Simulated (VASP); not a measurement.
Runs of VASP 6.6.1 on Si. The structure is cubic, space group Fd-3m (No. 227). Conventional cell: a = 5.427 Å, b = 5.427 Å, c = 5.427 Å, α = 90.00°, β = 90.00°, γ = 90.00°. Around Si (site symmetry -43m) lie 4 Si at 2.35 Å. 

```tsv
level	potentials or basis	gap on the mesh (eV)	pressure (GPa)	relaxed volume (Å³/atom)
PBEsol	VASP PAW PBE potentials, release 64 (Si)	(b)	0.0	(a)
LDA	VASP PAW LDA potentials, release 64 (Si)	0.45	0.0	19.72
RPBE	VASP PAW PBE potentials, release 64 (Si)	0.70	0.0	20.77
PBE+D3(BJ)	VASP PAW PBE potentials, release 64 (Si)	0.57	0.0	19.90
rev-vdW-DF2	VASP PAW PBE potentials, release 64 (Si)	0.61	0.0	20.30
r2SCAN+rVV10	VASP PAW PBE potentials, release 64 (Si)	(c)	0.0	20.03
PBE	VASP PAW PBE potentials, release 64 (Si)	0.62	0.0	20.44
```

Alike in all rows: task relaxation of cell and atoms; no spin polarisation; cell relaxed; k mesh 10 × 10 × 10; cutoff (eV) 600; smearing gaussian 0.03 eV.

Problem. Estimate the missing entries.

Solution. (a) 20.08; (b) 0.47; (c) 0.75.

Caveats: the PAW data sets were made with another functional, which shifts forces and pressure a little (some runs).

A k mesh can miss the band edges.

Not every run made on this cell is shown here.
